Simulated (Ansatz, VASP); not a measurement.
**One calculation of MgI2, two programs**

```xyz
3
Lattice="4.0840 0.0000 0.0000 -2.0420 3.5369 0.0000 0.0000 0.0000 6.7870" Properties=species:S:1:pos:R:3 pbc="T T T"
I     2.0420    1.1790    5.0903
I     0.0000    2.3579    1.6968
Mg    0.0000    0.0000    0.0000
```

Change from the starting cell: volume scaled by 0.96.

Alike in both runs: task single point; functional PBEsol; k mesh 8 × 8 × 4; occupations fermi-dirac, width 0.05 eV; no spin polarisation.

|  | VASP | Ansatz |
| --- | --- | --- |
| version | VASP 6.6.1 | Ansatz 0.2.0 |
| potentials or method | VASP PAW PBE potentials, release 64 (I, Mg) | Ansatz PAW |
| plane-wave cutoff (eV) | 520 | 420 |
| valence electrons in the cell | 16 | 44 |

Ansatz gave:

| Property | Result |
| --- | --- |
| gap on the k mesh at the Fermi level (eV) | 3.47 |
| least direct gap on the mesh (eV) | 3.69 |
| pressure (GPa) | 0.4 |
| largest component of the traceless stress (GPa) | 0.33 |
| rms of the force components (eV/Å) | 0.054 |

Which values does VASP return?

gap on the k mesh at the Fermi level (eV): 3.45; least direct gap on the mesh (eV): 3.68; pressure (GPa): 0.4; largest component of the traceless stress (GPa): 0.33; rms of the force components (eV/Å): 0.056.

Atom by atom the forces differ by 0.002 eV/Å (rms over components). The two sets of potentials don't hold the same shells in valence.

Caveats: spin-orbit coupling is left out, which moves the levels of the heavy elements; the cell's inner coordinates are idealised or old, which leaves forces on the atoms; this functional lacks dispersion, which binds the layers, so the pressure and a relaxed spacing across them are unreliable; the PAW data sets were made with another functional, which shifts forces and pressure a little (VASP); the PAW data sets come from PBE, with cores solved anew for the run's functional, which leaves a small shift of forces and pressure (Ansatz). A k mesh can miss the band edges.
